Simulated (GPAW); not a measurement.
Crystal: AgCl (Chlorargyrite).

```
Ag Cl
1.0
     0.00000    2.73500    2.73500
     2.73500    0.00000    2.73500
     2.73500    2.73500    0.00000
Ag Cl
1 1
Direct
  0.00000 0.00000 0.00000
  0.50000 0.50000 0.50000
```

Base run:

- Program: GPAW 26.7.0
- Functional: PBEsol
- Potentials or basis: PAW data sets generated in the run's folder for this functional
- Cutoff: 600 eV
- Basis: pw
- k mesh: 8 × 8 × 8
- Occupations: fermi-dirac, width 0.05 eV
- Spin: no spin polarisation

Its results: band gap on the k mesh 0.70 eV, indirect (least direct gap 3.17 eV); pressure -0.6 GPa.

Task: After a change of settings the same cell gave: band gap on the k mesh 2.24 eV, indirect (least direct gap 3.56 eV); pressure 0.8 GPa. Which change was it?
A. functional from PBEsol to r2SCAN; potentials or basis from PAW data sets generated in the run's folder for this functional to GPAW PAW data sets (gpaw-data 1.2.1)
B. hubbard terms from none to Ag d U = 8 eV
C. hubbard terms from none to Ag d U = 3 eV
D. functional from PBEsol to PBE; potentials or basis from PAW data sets generated in the run's folder for this functional to GPAW PAW data sets (gpaw-data 1.2.1)

Result: B.

The U term pushes filled and empty states of the shell apart.

Not every run made on this cell is shown here.
